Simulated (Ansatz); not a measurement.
From the elastic tensor of TaC at 22 GPa (stress–strain coefficients) to moduli and sound speeds

Theory: DFT LDA, scalar-relativistic, plane waves, PAW in Ansatz 0.2.0. Settings: 420 eV plane-wave cutoff, Γ-centred 16×16×16 mesh, Fermi-Dirac smearing of 0.15 eV. No spin polarisation.

Symmetry: Fm-3m, No. 225, cubic system. The conventional cell has a = 4.335 Å, b = 4.335 Å, c = 4.335 Å, α = 90.00°, β = 90.00°, γ = 90.00°. Around Ta (site symmetry m-3m) lie 6 C at 2.17 Å. Around C (site symmetry m-3m) lie 6 Ta at 2.17 Å.

In a metal, frequencies and elastic constants depend on the k mesh and the smearing, soft modes and shear constants most. Spin–orbit coupling is left out, which can shift energies with elements as heavy as these. Other phases may be more stable at this pressure.

Relaxed-ion constants (GPa, on the Cartesian axes of the calculation):
C11 = 1025.0, C12 = 158.2, C13 = 158.2, C22 = 1025.0, C23 = 158.2, C33 = 1025.0, C44 = 207.6, C55 = 207.6, C66 = 207.6 GPa; the others vanish.

Density 15.738 g/cm³; 2 atoms in 20.36 Å³.

The values that follow are for a polycrystal of randomly turned grains, by Hill's mean where one number stands.

With S = C⁻¹: B_V = (C11+C22+C33+2(C12+C13+C23))/9, G_V = (C11+C22+C33−C12−C13−C23+3(C44+C55+C66))/15, 1/B_R = S11+S22+S33+2(S12+S13+S23), 15/G_R = 4(S11+S22+S33−S12−S13−S23)+3(S44+S55+S66); Hill is their mean. Then v_l = √((B+4G/3)/ρ), v_t = √(G/ρ), v_m = [(2/v_t³+1/v_l³)/3]^(−1/3) and Θ = (ħ/k_B)·v_m·(6π²n/V)^(1/3) for n atoms in the volume V; E = 9BG/(3B+G), ν = (3B−2G)/(2(3B+G)) and A^U = 5G_V/G_R + B_V/B_R − 6.

```json
{"Bulk modulus, Voigt / Reuss / Hill": "447.1 / 447.1 / 447.1 GPa", "Shear modulus, Voigt / Reuss / Hill": "297.9 / 262.3 / 280.1 GPa", "Young's modulus": "695 GPa", "Poisson ratio": "0.241", "Pugh ratio B/G": "1.60", "Universal anisotropy index": "0.68", "Longitudinal and transverse sound speeds": "7221 and 4219 m/s", "Debye temperature from the mean sound speed": "643 K"}
```

Cost: 1 run of about 0.7 core-minutes, on Intel Xeon Platinum 8488C (Sapphire Rapids) (shared hosts).

The cubic crystal is very stiff along its axes but much softer in shear on the cube faces: C11 is 1025.0 GPa, C44 only 207.6 GPa. The stiff direction follows the Ta–C contacts, where Ta 5d eg and C 2p orbitals form strong σ bonds that axial strain stretches or compresses directly. The C44 shear mainly bends these bonds. It is probably softened further by the metal–metal t2g states that the extra valence electron fills in group 5 carbides, relative to those of group 4.

C12 lies below C44, whereas purely central forces in this structure under compression would place it above, which points to strongly directional bonding. The same anisotropy separates the Voigt and Reuss shear moduli, while cubic symmetry makes the two bulk moduli coincide.

The constants meet the cubic criteria for stability against small homogeneous strains, but this doesn't exclude phonon instabilities at finite wavevector. The Pugh ratio suggests limited ductility, though neither hardness nor fracture toughness follows from elastic moduli alone.
